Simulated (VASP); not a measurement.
# C (Fd-3m) in VASP: notebook, part 3 of 3

VASP 6.6.1. The steps go on from the part before.

## (5) Dielectric tensor, LDA

Contents of INCAR:

```
SYSTEM = C
  ALGO = Normal
  EDIFF = 1E-8
  ENCUT = 280
  ISIF = 2
  ISMEAR = 0
  LASPH = .TRUE.
  LCHARG = .FALSE.
  LEPSILON = .TRUE.
  LREAL = .FALSE.
  LWAVE = .FALSE.
  NELM = 100
  PREC = Accurate
  SIGMA = 0.01
```

Contents of KPOINTS:

```
k-points
0
G
  8 8 8
  0 0 0
```

Contents of POSCAR:

```
C
1.0
    0.0000000000      1.7833700000      1.7833700000
    1.7833700000      0.0000000000      1.7833700000
    1.7833700000      1.7833700000      0.0000000000
C
2
Direct
    0.7500000000      0.7500000000      0.7500000000
    0.5000000000      0.5000000000      0.5000000000
```

Potentials or basis: VASP PAW LDA potentials, release 64 (C).

The run is started by

```
$ cat potpaw_LDA.64/C/POTCAR > POTCAR
$ mpirun -np 1 vasp_std > vasp.out
```

OUTCAR:

```text
SYSTEM = C
   EDIFF = 1E-8
   ENCUT = 280
   ISIF = 2
   ISMEAR = 0
   LASPH = .TRUE.
   LEPSILON = .TRUE.
   LREAL = .FALSE.
   NELM = 100
   PREC = Accurate

 Found     29 irreducible k-points:

 Following reciprocal coordinates:
            Coordinates               Weight
  0.000000  0.000000  0.000000      1.000000
  0.125000  0.000000  0.000000      8.000000
  0.250000  0.000000  0.000000      8.000000
  0.375000  0.000000  0.000000      8.000000
  0.500000  0.000000  0.000000      4.000000
  0.125000  0.125000  0.000000      6.000000
   k-points           NKPTS =     29   k-points in BZ     NKDIM =     29   number of bands    NBANDS=      8
   number of dos      NEDOS =    301   number of ions     NIONS =      2
   total plane-waves  NPLWV =   2744
   dimension x,y,z NGX =    14 NGY =   14 NGZ =   14
   dimension x,y,z NGXF=    28 NGYF=   28 NGZF=   28
   ions per type =               2
   NGX,Y,Z   is equivalent  to a cutoff of   9.23,  9.23,  9.23 a.u.
   NGXF,Y,Z  is equivalent  to a cutoff of  18.46, 18.46, 18.46 a.u.
 SYSTEM =  C
   PREC   = accura    normal or accurate (medium, high low for compatibility)
   ISTART =      0    job   : 0-new  1-cont  2-samecut
   ICHARG =      2    charge: 1-file 2-atom 10-const
   ISPIN  =      1    spin polarized calculation?
   LNONCOLLINEAR =      F non collinear calculations
   LSORBIT =      F    spin-orbit coupling
   LASPH  =      T    aspherical Exc in radial PAW
   ENCUT  =  280.0 eV  20.58 Ry    4.54 a.u.   3.44  3.44  3.44*2*pi/ulx,y,z
   NELM   =    100;   NELMIN=  2; NELMDL= -5     # of ELM steps
   EDIFF  = 0.1E-07   stopping-criterion for ELM
   LREAL  =      F    real-space projection
   EDIFFG = 0.1E-06   stopping-criterion for IOM
   NSW    =      0    number of steps for IOM
   IBRION =     -1    ionic relax: 0-MD 1-quasi-New 2-CG
   NFREE  =      0    steps in history (QN), initial steepest desc. (CG)
   ISIF   =      2    stress and relaxation
   ISYM   =      2    0-nonsym 1-usesym 2-fastsym
   POTIM  = 0.5000    time-step for ionic-motion
   TEBEG  =    0.0;   TEEND  =   0.0 temperature during run
   PSTRESS=    0.0 pullay stress
   NELECT =       8.0000    total number of electrons
   NUPDOWN=      -1.0000    fix difference up-down
   EMIN   =  10.00;   EMAX   =-10.00  energy-range for DOS
   EFERMI =   0.00;   METHOD = LEGACY
   ISMEAR =     0;   SIGMA  =   0.01  broadening in eV -4-tet -1-fermi 0-gaus
   EFERMI_NEDOS =   21; number of points for ismear=-14 and -15
   IALGO  =     38    algorithm
   IMIX   =      4    mixing-type and parameters
     AMIX     =   0.40;   BMIX     =  1.00
     AMIX_MAG =   1.60;   BMIX_MAG =  1.00
  volume/ion in A,a.u.               =       5.67        38.28
  Fermi-wavevector in a.u.,A,eV,Ry     =   1.457203  2.753714 28.891161  2.123440
  Thomas-Fermi vector in A             =   2.574032
   LORBIT       =      0    0 simple, 1 ext, 2 COOP (PROOUT), +10 PAW based schemes
   GGA     = CA    functional components
   LHFCALC =     F    Hartree Fock is set to
   AEXX    =    0.0000 exact exchange contribution
   IVDW    =     0    specifies the selected vdW correction
   LEPSILON=     T    determine dielectric tensor
   LRPA    =     F    only Hartree local field effects (RPA)
 non-spin polarized calculation
 Gauss-broadening in eV      SIGMA  =   0.01
  energy-cutoff  :      280.00
  volume of cell :       11.34
 maximum number of plane-waves:       127
[... 83 lines left out ...]
  Direction    XX          YY          ZZ          XY          YZ          ZX
  --------------------------------------------------------------------------------------
  -------------------------------------------------------------------------------------
  Total       -2.9520238     -2.9520238     -2.9520238      0.0000000      0.0000000     -0.0000000
  in kB     -416.9424089   -416.9424089   -416.9424089      0.0000000      0.0000000     -0.0000000
  external PRESSURE =    -416.9424089 kB  Pullay stress =       0.0000000 kB

 VOLUME and BASIS-vectors are now :
 -----------------------------------------------------------------------------
  energy-cutoff  :      280.00
  volume of cell :       11.34
      direct lattice vectors                 reciprocal lattice vectors
     0.000000000  1.783370000  1.783370000    -0.280368067  0.280368067  0.280368067
     1.783370000  0.000000000  1.783370000     0.280368067 -0.280368067  0.280368067
     1.783370000  1.783370000  0.000000000     0.280368067  0.280368067 -0.280368067

 POSITION                                       TOTAL-FORCE (eV/Angst)
 -----------------------------------------------------------------------------------
      2.67505      2.67505      2.67505        -0.000000     -0.000000     -0.000000
      1.78337      1.78337      1.78337         0.000000      0.000000      0.000000
 -----------------------------------------------------------------------------------
    total drift:                               -0.000000      0.000000     -0.000000

  FREE ENERGIE OF THE ION-ELECTRON SYSTEM (eV)
  ---------------------------------------------------
  free  energy   TOTEN  =       -20.4486542512 eV

  energy  without entropy=      -20.4486542512  energy(sigma->0) =      -20.44865425

 HEAD OF MICROSCOPIC STATIC DIELECTRIC TENSOR (INDEPENDENT PARTICLE, excluding Hartree and local field effects)
 ------------------------------------------------------
           5.953633     0.000000    -0.000000
           0.000000     5.953633     0.000000
          -0.000000    -0.000000     5.953633
 ------------------------------------------------------

 Free energy of the ion-electron system (eV)
  ---------------------------------------------------
  ---------------------------------------------------
  free energy    TOTEN  =        -0.15842666 eV

  energy without entropy =       -0.15842666

------------------------ aborting loop because EDIFF is reached ----------------------------------------

--------------------------------------- Ionic step        2  -------------------------------------------

------------------------ aborting loop because EDIFF is reached ----------------------------------------

--------------------------------------- Ionic step        3  -------------------------------------------

 Free energy of the ion-electron system (eV)
  ---------------------------------------------------
  ---------------------------------------------------
  free energy    TOTEN  =        -0.15842665 eV

  energy without entropy =       -0.15842665

------------------------ aborting loop because EDIFF is reached ----------------------------------------

 PIEZOELECTRIC TENSOR FIELD DIRECTION 3  (e Angst)
 -----------------------------------------------------------------------------
     0.00012  0.00000  0.00000           ( -0.00000  0.00000  0.00000)
     0.00000  0.00012  0.00000           (  0.00000 -0.00000  0.00000)
     0.00000  0.00000 -0.00062           (  0.00000  0.00000 -0.00001)

 PIEZOELECTRIC TENSOR FIELD DIRECTION 3  (C/m^2)
 -----------------------------------------------------------------------------
     0.00017  0.00000  0.00000
     0.00000  0.00017  0.00000
     0.00000  0.00000 -0.00088

 MACROSCOPIC STATIC DIELECTRIC TENSOR (including local field effects in DFT)
 ------------------------------------------------------
           5.776384     0.000000     0.000000
           0.000000     5.776384     0.000000
           0.000000     0.000000     5.776384
 ------------------------------------------------------

 PIEZOELECTRIC TENSOR (including local field effects)  for field in x, y, z        (e  Angst)
          XX          YY          ZZ          XY          YZ          ZX
  --------------------------------------------------------------------------------
  x    -0.00000    -0.00000     0.00000     0.00000     0.00000    -0.00000
  y    -0.00000     0.00000    -0.00000    -0.00000     0.00000     0.00000
  z    -0.00000     0.00000     0.00000    -0.00000    -0.00000     0.00000

 PIEZOELECTRIC TENSOR (including local field effects)  for field in x, y, z        (C/m^2)
          XX          YY          ZZ          XY          YZ          ZX
  --------------------------------------------------------------------------------
  x    -0.00000    -0.00000     0.00000     0.00000     0.00000    -0.00000
  y    -0.00000     0.00000    -0.00000    -0.00000     0.00000     0.00000
  z    -0.00000     0.00000     0.00000    -0.00000    -0.00000     0.00000

 BORN EFFECTIVE CHARGES (including local field effects) (in |e|, cummulative output)
 ---------------------------------------------------------------------------------
 ion    1
    1     0.00000     0.00000    -0.00000
    2    -0.00000     0.00000    -0.00000
    3     0.00000     0.00000     0.00000
 ion    2
    1    -0.00000    -0.00000     0.00000
    2     0.00000    -0.00000     0.00000
    3     0.00000    -0.00000    -0.00000
```

OSZICAR:

```text
N       E                     dE             d eps       ncg     rms          rms(c)
DAV:   1    -0.167517533659E+02   -0.16752E+02   -0.35539E+03   584   0.585E+02
DAV:   2    -0.211442003099E+02   -0.43924E+01   -0.41922E+01   720   0.554E+01
DAV:   3    -0.211594216349E+02   -0.15221E-01   -0.15221E-01   504   0.312E+00
[... 14 lines left out ...]
RMM:   3    -0.153010635507E+00    0.22503E-02   -0.83652E-04  1442   0.265E-01    0.408E-01
RMM:   4    -0.158013665854E+00   -0.50030E-02   -0.12314E-03  1471   0.324E-01    0.320E-02
RMM:   5    -0.158399299859E+00   -0.38563E-03   -0.14801E-05  1479   0.346E-02    0.277E-03
RMM:   6    -0.158423792065E+00   -0.24492E-04   -0.75942E-08  1536   0.255E-03    0.150E-03
RMM:   7    -0.158425567481E+00   -0.17754E-05   -0.71104E-09  1537   0.905E-04    0.150E-04
RMM:   8    -0.158426823714E+00   -0.12562E-05   -0.16251E-10  1268   0.118E-04    0.268E-05
RMM:   9    -0.158426648605E+00    0.17511E-06    0.00000E+00   650   0.254E-05    0.280E-06
```

stdout:

```text
POSCAR found type information on POSCAR C
 POSCAR found :  1 types and       2 ions
 scaLAPACK will be used
 LDA part: xc-table for (Slater(with rela. corr.)+CA(PZ))
 , standard interpolation
 POSCAR, INCAR and KPOINTS ok, starting setup
 FFT: planning ... GRIDC
 FFT: planning ... GRID_SOFT
 FFT: planning ... GRID
 WAVECAR not read
 entering main loop
 Linear response reoptimize wavefunctions to high precision
 Linear response G [H, r] |phi>, progress :
  Direction:   1
 Linear response G [H, r] |phi>, progress :
  Direction:   2
 Linear response G [H, r] |phi>, progress :
  Direction:   3
 Linear response to external field (no local field effect), progress :
  Direction:   1
 dielectric tensor                  component  1 :     6.955     2.759     0.749
 Linear response to external field (no local field effect), progress :
  Direction:   2
 dielectric tensor                  component  2 :     2.759     6.929    -0.925
 Linear response to external field (no local field effect), progress :
  Direction:   3
 dielectric tensor                  component  3 :     0.749    -0.925     3.977
 Linear response to external field, progress :
  Direction:   1
 dielectric tensor                  component  1 :     5.776     1.857     0.478
 Linear response to external field, progress :
  Direction:   2
 dielectric tensor                  component  2 :     1.614     5.776    -0.320
 Linear response to external field, progress :
  Direction:   3
 dielectric tensor                  component  3 :     0.176     1.039     5.776
 Born effective charges drift removed
```

It took 10 s on 1 thread of Intel Xeon Platinum 8559C (Emerald Rapids), shared host; peak memory 0.1 GiB.

The run converged, but a check on its numbers failed (symmetry, net force, bounds or a known fault of this set-up), so they aren't taken as properties of the crystal.

Caveat: the cutoff lies under the usual one of these potentials, so the numbers hold a large basis-set error.

## (6) For comparison

An earlier run on the cell as given: functional PBE; potentials or basis VASP PAW PBE potentials, release 64 (C); cutoff 520 eV; k mesh 13 × 13 × 13; occupations fermi-dirac, width 0.05 eV; no spin polarisation.

- Pressure: 2.5 GPa
- Band gap on the k mesh: 4.14 eV, indirect (least direct gap 5.59 eV)
